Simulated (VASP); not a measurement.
# MgO (Periclase) (Fm-3m) in VASP: notebook, part 3 of 3

VASP 6.6.1. Earlier steps stand in the parts before.

**5. Phonons, LDA**

This run uses another cell than the first one, of 8.89 Å³/atom, 0.955 times its volume.

Input file POSCAR:

```
MgO
1.0
    0.0000000000      2.0716355029      2.0716355029
    2.0716355029      0.0000000000      2.0716355029
    2.0716355029      2.0716355029      0.0000000000
  Mg              O
     1     1
Direct
     0.0000000000000000    0.0000000000000000    0.0000000000000000
     0.5000000000000000    0.5000000000000000    0.5000000000000000
```

Input file INCAR.step1:

```
ALGO     = Normal         # electronic algorithm
EDIFF    = 1E-8           # SCF threshold, eV
EDIFFG   = -0.002         # ionic threshold
ENCUT    = 600            # plane-wave cutoff, eV
IBRION   = 2              # ionic algorithm
ISIF     = 3              # what is computed and relaxed
ISMEAR   = 0              # smearing method
LASPH    = T              # aspherical terms in the spheres
LCHARG   = F              # write CHGCAR
LREAL    = F              # projectors in reciprocal space
LWAVE    = F              # write WAVECAR
NELM     = 80             # most SCF steps
NSW      = 40             # ionic steps
PREC     = Accurate       # precision mode
SIGMA    = 0.03           # smearing width, eV
```

Input file INCAR.step2:

```
ALGO     = Normal         # electronic algorithm
EDIFF    = 1E-8           # SCF threshold, eV
ENCUT    = 600            # plane-wave cutoff, eV
IBRION   = 6              # ionic algorithm
ISIF     = 2              # what is computed and relaxed
ISMEAR   = 0              # smearing method
LASPH    = T              # aspherical terms in the spheres
LCHARG   = F              # write CHGCAR
LREAL    = F              # projectors in reciprocal space
LWAVE    = F              # write WAVECAR
NELM     = 80             # most SCF steps
NFREE    = 2            
NSW      = 1              # ionic steps
POTIM    = 0.015          # step
PREC     = Accurate       # precision mode
SIGMA    = 0.03           # smearing width, eV
```

Input file KPOINTS:

```
k-points
0
Gamma
  12 12 12
```

Potentials or basis: VASP PAW LDA potentials, release 64 (Mg, O).

The run is started by

```sh
$ cat potpaw_LDA.64/Mg/POTCAR potpaw_LDA.64/O/POTCAR > POTCAR
$ cp INCAR.step1 INCAR
$ mpirun -np 1 vasp_std > vasp.out
$ cp CONTCAR POSCAR
$ cp INCAR.step2 INCAR
$ mpirun -np 1 vasp_std > vasp.out
```

OUTCAR:

```text
EDIFF = 1E-8
   ENCUT = 600
   IBRION = 6
   ISIF = 2
   ISMEAR = 0
   LASPH = T
   LREAL = F
   NELM = 80
   NFREE = 2
   NSW = 1
   POTIM = 0.015
   PREC = Accurate

 ion  position               nearest neighbor table
   1  0.000  0.000  0.000-   2 2.07   2 2.07   2 2.07   2 2.07   2 2.07   2 2.07
   2  0.500  0.500  0.500-   1 2.07   1 2.07   1 2.07   1 2.07   1 2.07   1 2.07

  LATTYP: Found a face centered cubic cell.
 ALAT       =     4.1440456570

  Lattice vectors:

 A1 = (   0.0000000000,   2.0720228285,   2.0720228285)
 A2 = (   2.0720228285,   0.0000000000,   2.0720228285)
 A3 = (   2.0720228285,   2.0720228285,   0.0000000000)

Analysis of symmetry for initial positions (statically):
=====================================================================
 Subroutine PRICEL returns:
 Original cell was already a primitive cell.

 Routine SETGRP: Setting up the symmetry group for a
 face centered cubic supercell.

 Subroutine GETGRP returns: Found 48 space group operations
 (whereof 48 operations were pure point group operations)
 out of a pool of 48 trial point group operations.

The static configuration has the point symmetry O_h .

Analysis of symmetry for dynamics (positions and initial velocities):
=====================================================================
 Subroutine PRICEL returns:
 Original cell was already a primitive cell.

 Routine SETGRP: Setting up the symmetry group for a
 face centered cubic supercell.

 Subroutine GETGRP returns: Found 48 space group operations
 (whereof 48 operations were pure point group operations)
 out of a pool of 48 trial point group operations.

[... 309 lines left out ...]
 fundamental gap:      5.1491371218
 Fermi energy:         3.3936723012

 k-point     1 :       0.0000    0.0000    0.0000
  band No.  band energies     occupation
      1     -14.0059      2.00000
      2       3.2582      2.00000
      3       3.2586      2.00000
      4       3.2586      2.00000
      5       8.4077      0.00000
      6      19.0519      0.00000
      7      19.0525      0.00000
      8      19.0525      0.00000
[... 243 lines left out ...]
 k-point    24 :      -0.4167    0.1667    0.0000
  band No.  band energies     occupation
      1     -12.4258      2.00000
      2      -1.2352      2.00000
      3       1.5529      2.00000
      4       2.4005      2.00000
      5      12.4835      0.00000
      6      15.9061      0.00000
      7      17.6776      0.00000
      8      20.4442      0.00000

 [... further k-points ...]

------------------------ aborting loop because EDIFF is reached ----------------------------------------

  FORCE on cell =-STRESS in cart. coord.  units (eV):
  Direction    XX          YY          ZZ          XY          YZ          ZX
  --------------------------------------------------------------------------------------
  -------------------------------------------------------------------------------------
  Total        0.0065016     -0.0041942     -0.0041942      0.0000000      0.0000000      0.0000000
  in kB        0.5854857     -0.3777008     -0.3777008      0.0000000      0.0000000      0.0000000
  external PRESSURE =      -0.0566386 kB  Pullay stress =       0.0000000 kB
[... 17 lines left out ...]
  FREE ENERGIE OF THE ION-ELECTRON SYSTEM (eV)
  ---------------------------------------------------
  free  energy   TOTEN  =       -13.4481820915 eV

  energy  without entropy=      -13.4481820915  energy(sigma->0) =      -13.44818209

 INTERNAL STRAIN TENSORS FROM DISPLACED ATOMS
 ============================================

 INTERNAL STRAIN TENSOR FOR ION    1 for displacements in x,y,z  (eV/Angst):
          X           Y           Z          XY          YZ          ZX
  --------------------------------------------------------------------------------
  x     0.00000     0.00000     0.00000     0.00000     0.00000     0.00000
  y     0.00000     0.00000     0.00000     0.00000     0.00000     0.00000
  z     0.00000     0.00000     0.00000     0.00000     0.00000     0.00000

 INTERNAL STRAIN TENSOR FOR ION    2 for displacements in x,y,z  (eV/Angst):
          X           Y           Z          XY          YZ          ZX
  --------------------------------------------------------------------------------
  x     0.00000     0.00000     0.00000     0.00000     0.00000     0.00000
  y     0.00000     0.00000     0.00000     0.00000     0.00000     0.00000
  z     0.00000     0.00000     0.00000     0.00000     0.00000     0.00000

 Eigenvectors and eigenvalues of the dynamical matrix
 ----------------------------------------------------

   1 f  =   12.748593 THz    80.101770 2PiTHz  425.247279 cm-1    52.723919 meV
             X         Y         Z           dx          dy          dz
      0.000000  0.000000  0.000000     0.000000    0.630139    0.000000
      2.072023  2.072023  2.072023     0.000000   -0.776482    0.000000
[... 21 lines left out ...]
   6 f/i=    0.001327 THz     0.008340 2PiTHz    0.044274 cm-1     0.005489 meV
             X         Y         Z           dx          dy          dz
      0.000000  0.000000  0.000000     0.000000    0.000000    0.776482
      2.072023  2.072023  2.072023     0.000000    0.000000    0.630139

 ELASTIC MODULI CONTR FROM IONIC RELAXATION (kBar)
 Direction    XX          YY          ZZ          XY          YZ          ZX
 --------------------------------------------------------------------------------
 XX           0.0000      0.0000      0.0000      0.0000      0.0000      0.0000
 YY           0.0000      0.0000      0.0000      0.0000      0.0000      0.0000
 ZZ           0.0000      0.0000      0.0000      0.0000      0.0000      0.0000
 XY           0.0000      0.0000      0.0000      0.0000      0.0000      0.0000
 YZ           0.0000      0.0000      0.0000      0.0000      0.0000      0.0000
 ZX           0.0000      0.0000      0.0000      0.0000      0.0000      0.0000
 --------------------------------------------------------------------------------
```

OUTCAR.step1:

```text
EDIFF = 1E-8
   EDIFFG = -0.002
   ENCUT = 600
   IBRION = 2
   ISIF = 3
   ISMEAR = 0
   LASPH = T
   LREAL = F
   NELM = 80
[... 533 lines left out ...]
      2.07202      0.00000      2.07202         0.000000      0.000000     -0.000000
      2.07202      2.07202      2.07202        -0.000000     -0.000000      0.000000
 -----------------------------------------------------------------------------------
    total drift:                               -0.000000     -0.000000      0.000000

  FREE ENERGIE OF THE ION-ELECTRON SYSTEM (eV)
  ---------------------------------------------------
  free  energy   TOTEN  =       -13.4488703963 eV

  energy  without entropy=      -13.4488703963  energy(sigma->0) =      -13.44887040

 reached required accuracy - stopping structural energy minimisation
```

It took 25 s on 1 thread of Intel Xeon 6975P-C (Granite Rapids), shared host; peak memory 0.17 GiB.

What came out:

```
Relaxed volume                                          : 8.90 Å³/atom
Relaxed cell                                            : a = 2.930 Å, b = 2.930 Å, c = 2.930 Å, α = 60.00°, β = 60.00°, γ = 60.00°
Space group after relaxing (to 0.05 Å)                  : Fm-3m (No. 225)
Highest phonon frequency at Γ, LO-TO splitting left out : 425 cm⁻¹
```

Final structure:
```
CELL_PARAMETERS angstrom
0.00000 2.07202 2.07202
2.07202 0.00000 2.07202
2.07202 2.07202 0.00000
ATOMIC_POSITIONS crystal
Mg 0.00000 0.00000 0.00000
O 0.50000 0.50000 0.50000
```

Phonon frequencies in cm⁻¹ (negative: imaginary):
```
              q point        frequencies
(0.000, 0.000, 0.000)  0 0 0 425 425 425
```

**6. Dielectric tensor, LDA**

This run uses another cell than the first one, of 8.90 Å³/atom, 0.955 times its volume.

Input file INCAR:

```
ALGO     = Normal         # electronic algorithm
EDIFF    = 1E-8           # SCF threshold, eV
ENCUT    = 600            # plane-wave cutoff, eV
ISIF     = 2              # what is computed and relaxed
ISMEAR   = 0              # smearing method
LASPH    = T              # aspherical terms in the spheres
LCHARG   = F              # write CHGCAR
LEPSILON = T              # dielectric tensor by DFPT
LREAL    = F              # projectors in reciprocal space
LWAVE    = F              # write WAVECAR
NELM     = 80             # most SCF steps
PREC     = Accurate       # precision mode
SIGMA    = 0.03           # smearing width, eV
```

Input file KPOINTS:

```
k-points
0
Monkhorst-Pack
  18 18 18
```

Input file POSCAR:

```
MgO                                     
1.0
   -0.0000000000      2.0720228285      2.0720228285
    2.0720228285      0.0000000000      2.0720228285
    2.0720228285      2.0720228285      0.0000000000
  Mg              O             
     1     1
Direct
     0.0000000000000000    1.0000000000000000    0.0000000000000000
     0.5000000000000000    0.5000000000000000    0.5000000000000000
```

Potentials or basis: VASP PAW LDA potentials, release 64 (Mg, O).

The run is started by

```sh
$ cat potpaw_LDA.64/Mg/POTCAR potpaw_LDA.64/O/POTCAR > POTCAR
$ mpirun -np 1 vasp_std > vasp.out
```

OUTCAR:

```text
EDIFF = 1E-8
   ENCUT = 600
   ISIF = 2
   ISMEAR = 0
   LASPH = T
   LEPSILON = T
   LREAL = F
   NELM = 80
   PREC = Accurate

 ion  position               nearest neighbor table
   1  0.000  0.000  0.000-   2 2.07   2 2.07   2 2.07   2 2.07   2 2.07   2 2.07
   2  0.500  0.500  0.500-   1 2.07   1 2.07   1 2.07   1 2.07   1 2.07   1 2.07

  LATTYP: Found a face centered cubic cell.
 ALAT       =     4.1440456570

  Lattice vectors:

 A1 = (   0.0000000000,   2.0720228285,   2.0720228285)
 A2 = (   2.0720228285,   0.0000000000,   2.0720228285)
 A3 = (   2.0720228285,   2.0720228285,   0.0000000000)

Analysis of symmetry for initial positions (statically):
=====================================================================
 Subroutine PRICEL returns:
 Original cell was already a primitive cell.

 Routine SETGRP: Setting up the symmetry group for a
 face centered cubic supercell.

 Subroutine GETGRP returns: Found 48 space group operations
 (whereof 48 operations were pure point group operations)
 out of a pool of 48 trial point group operations.

The static configuration has the point symmetry O_h .

Analysis of symmetry for dynamics (positions and initial velocities):
=====================================================================
 Subroutine PRICEL returns:
 Original cell was already a primitive cell.

 Routine SETGRP: Setting up the symmetry group for a
 face centered cubic supercell.

 Subroutine GETGRP returns: Found 48 space group operations
 (whereof 48 operations were pure point group operations)
 out of a pool of 48 trial point group operations.

The dynamic configuration has the point symmetry O_h .

 Subroutine INISYM returns: Found 48 space group operations
 (whereof 48 operations are pure point group operations),
[... 442 lines left out ...]
 ------------------------------------------------------
           3.205102     0.000000     0.000000
          -0.000000     3.205102     0.000000
          -0.000000    -0.000000     3.205102
 ------------------------------------------------------

 Free energy of the ion-electron system (eV)
  ---------------------------------------------------
  ---------------------------------------------------
  free energy    TOTEN  =        -0.10995608 eV

  energy without entropy =       -0.10995608

------------------------ aborting loop because EDIFF is reached ----------------------------------------

--------------------------------------- Ionic step        2  -------------------------------------------

------------------------ aborting loop because EDIFF is reached ----------------------------------------

--------------------------------------- Ionic step        3  -------------------------------------------

 Free energy of the ion-electron system (eV)
  ---------------------------------------------------
  ---------------------------------------------------
  free energy    TOTEN  =        -0.10995609 eV

  energy without entropy =       -0.10995609

------------------------ aborting loop because EDIFF is reached ----------------------------------------

 PIEZOELECTRIC TENSOR FIELD DIRECTION 3  (e Angst)
 -----------------------------------------------------------------------------
    -0.00015  0.00000 -0.00000           ( -0.00001  0.00000  0.00000)
     0.00000 -0.00015  0.00000           (  0.00000 -0.00001 -0.00000)
    -0.00000  0.00000 -0.00008           (  0.00000 -0.00000 -0.00001)

 PIEZOELECTRIC TENSOR FIELD DIRECTION 3  (C/m^2)
 -----------------------------------------------------------------------------
    -0.00014  0.00000 -0.00000
     0.00000 -0.00014  0.00000
    -0.00000  0.00000 -0.00007

 MACROSCOPIC STATIC DIELECTRIC TENSOR (including local field effects in DFT)
 ------------------------------------------------------
           3.090993    -0.000000     0.000000
          -0.000000     3.090993     0.000000
           0.000000     0.000000     3.090993
 ------------------------------------------------------

 PIEZOELECTRIC TENSOR (including local field effects)  for field in x, y, z        (e  Angst)
          XX          YY          ZZ          XY          YZ          ZX
  --------------------------------------------------------------------------------
  x     0.00000     0.00000     0.00000     0.00000     0.00000     0.00000
  y     0.00000     0.00000     0.00000     0.00000     0.00000     0.00000
  z     0.00000     0.00000     0.00000     0.00000     0.00000     0.00000

 PIEZOELECTRIC TENSOR (including local field effects)  for field in x, y, z        (C/m^2)
          XX          YY          ZZ          XY          YZ          ZX
  --------------------------------------------------------------------------------
  x     0.00000     0.00000     0.00000     0.00000     0.00000     0.00000
  y     0.00000     0.00000     0.00000     0.00000     0.00000     0.00000
  z     0.00000     0.00000     0.00000     0.00000     0.00000     0.00000

 BORN EFFECTIVE CHARGES (including local field effects) (in |e|, cummulative output)
 ---------------------------------------------------------------------------------
 ion    1
    1     1.94794     0.00000     0.00000
    2     0.00000     1.94794     0.00000
    3     0.00000     0.00000     1.94794
 ion    2
    1    -1.94794     0.00000     0.00000
    2     0.00000    -1.94794     0.00000
    3     0.00000     0.00000    -1.94794
```

OSZICAR:

```text
N       E                     dE             d eps       ncg     rms          rms(c)
DAV:   1     0.155420712742E+02    0.15542E+02   -0.52936E+03 10448   0.101E+03
DAV:   2    -0.146008831960E+02   -0.30143E+02   -0.28728E+02 10864   0.153E+02
DAV:   3    -0.150341232038E+02   -0.43324E+00   -0.43324E+00 11880   0.207E+01
[... 15 lines left out ...]
RMM:   4    -0.109557391836E+00   -0.38212E-02   -0.22924E-03 40106   0.452E-01    0.254E-02
RMM:   5    -0.109898194526E+00   -0.34080E-03   -0.23755E-05 42600   0.532E-02    0.475E-03
RMM:   6    -0.109945382187E+00   -0.47188E-04   -0.11733E-07 44045   0.359E-03    0.193E-03
RMM:   7    -0.109955474360E+00   -0.10092E-04   -0.43886E-08 42341   0.203E-03    0.163E-04
RMM:   8    -0.109956060454E+00   -0.58609E-06   -0.18874E-09 43335   0.372E-04    0.470E-05
RMM:   9    -0.109956087651E+00   -0.27197E-07   -0.53923E-10 31189   0.665E-05    0.786E-06
```

Wall time 5 min (1 thread of Intel Xeon 6975P-C (Granite Rapids), shared host); peak memory 0.79 GiB.

What came out:

```yaml
Electronic_dielectric_tensor_diagonal: 3.09
Born_charges_mean_of_the_diagonal: Mg +1.95; O -1.95 e
```

Electronic dielectric tensor:
```
3.09 0.00 0.00
0.00 3.09 0.00
0.00 0.00 3.09
```

Born effective charge tensors (e):
atom 1, Mg
```
1.95 0.00 0.00
0.00 1.95 0.00
0.00 0.00 1.95
```
atom 2, O
```
-1.95  0.00  0.00
 0.00 -1.95  0.00
 0.00  0.00 -1.95
```

**7. Against experiment**

Step 6. Against the measured high-frequency dielectric constant of MgO, 2.95 (295 K; “Infrared Optical Properties of Ferropericlase (Mg1-xFexO): Experiment and Theory”, 2007, arxiv:0704.2267), the calculated 3.09 is off by +4.8 %.
